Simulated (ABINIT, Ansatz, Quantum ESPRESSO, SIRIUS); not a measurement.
MnO: 4 runs at one level of theory

```
Mn O
1.0
     0.00000    2.22200    2.22200
     2.22200    0.00000    2.22200
     2.22200    2.22200    0.00000
Mn O
1 1
Cartesian
  0.0000 0.0000 0.0000
  2.2220 2.2220 2.2220
```

Alike in all runs: task single point; functional PBE; k mesh 10 × 10 × 10; occupations fermi-dirac, width 0.05 eV; collinear spin, ferromagnetic start; no spin-orbit coupling. The measured crystal is an antiferromagnetic insulator; the state found here is the runs' own. Pressure is positive in compression and, in plane waves, holds the error of the finite cutoff, which Ansatz's Pulay term estimates and takes out.

| program and potentials | plane-wave cutoff (eV) | notes | band gap (eV) | pressure (GPa) | net moment per atom (μB) |
| --- | --- | --- | --- | --- | --- |
| Ansatz, Ansatz PAW | 420 | Pulay term of +0.62 GPa included | no gap | 0.40 | 2.39 |
| SIRIUS, PseudoDojo 0.4.1 PBE standard (scalar relativistic) | 1307 | - | no gap | 0.81 | 2.41 |
| Quantum ESPRESSO, SSSP 1.3 efficiency PBE | 884 | - | no gap | 0.28 | 2.40 |
| ABINIT, JTH PAW PBE v2.0 | 707 | - | no gap | 0.39 | 2.39 |

None finds a gap. The pressure spans 0.28 (Quantum ESPRESSO, SSSP 1.3 efficiency PBE) to 0.81 GPa (SIRIUS, PseudoDojo 0.4.1 PBE standard (scalar relativistic)). The net moment per atom spans 2.39 (ABINIT, JTH PAW PBE v2.0) to 2.41 μB (SIRIUS, PseudoDojo 0.4.1 PBE standard (scalar relativistic)). The state is the one that the start led to, which needn't be the lowest.

The functional is the same throughout but for its coding, so the spread measures potentials, basis and numerics; runs on potential files found faulty are left out.
